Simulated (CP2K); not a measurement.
Runs of CP2K 2026.2 on FeO (Wuestite). The structure is cubic, space group Fm-3m (No. 225). The conventional cell has a = 4.311 Å, b = 4.311 Å, c = 4.311 Å, α = 90.00°, β = 90.00°, γ = 90.00°. Around Fe (site symmetry m-3m) lie 6 O at 2.16 Å. O (site symmetry m-3m) has 6 Fe at 2.16 Å as nearest neighbours. 

```tsv
task	level	potentials or basis	cell	smearing	EPS_DEFAULT	NGRIDS	CUTOFF of the grids	points a segment of the path (NPOINTS)	bands added on the path	pressure (GPa)	moment (μB)
single point	PBEsol	POTENTIAL_UZH Fe GTH-PBE-q16, O GTH-PBE-q6; TZVP-MOLOPT-PBE-GTH basis	as given	fermi-dirac 0.05 eV	1.0E-10	5	600 Ry	-	-	-7.6	4.00
single point	PBEsol	POTENTIAL_UZH Fe GTH-PBE-q16, O GTH-PBE-q6; TZVP-MOLOPT-PBE-GTH basis	atoms moved at random, drawn with an rms of 0.05 Å	fermi-dirac 0.05 eV	1.0E-10	5	600 Ry	-	-	-7.1	4.00
band structure	PBEsol	POTENTIAL_UZH Fe GTH-PBE-q16, O GTH-PBE-q6; TZVP-MOLOPT-PBE-GTH basis	as given	fermi-dirac 0.0259 eV	1.0E-9	5	600 Ry	6	4	-7.7	4.00
band structure	r2SCAN	POTENTIAL_UZH Fe GTH-SCAN-q16, O GTH-SCAN-q6; TZVP-MOLOPT-SCAN-GTH basis	as given	fermi-dirac 0.01 eV	1.0E-10	4	850 Ry	8	6	(a)	4.00
```

Alike in all rows: spin collinear, ferromagnetic start; k mesh 11 × 11 × 11.

Problem. Fill in the values left out.

Solution. (a) -6.7.

Caveats: the basis of atomic orbitals isn't converged, which shifts pressures, moduli and gaps; the total moment is fixed, so each spin has its own Fermi level; a cell with one magnetic atom can't hold antiferromagnetic order, which such compounds often take; the potentials were made for another functional, which shifts forces and pressure (some runs).
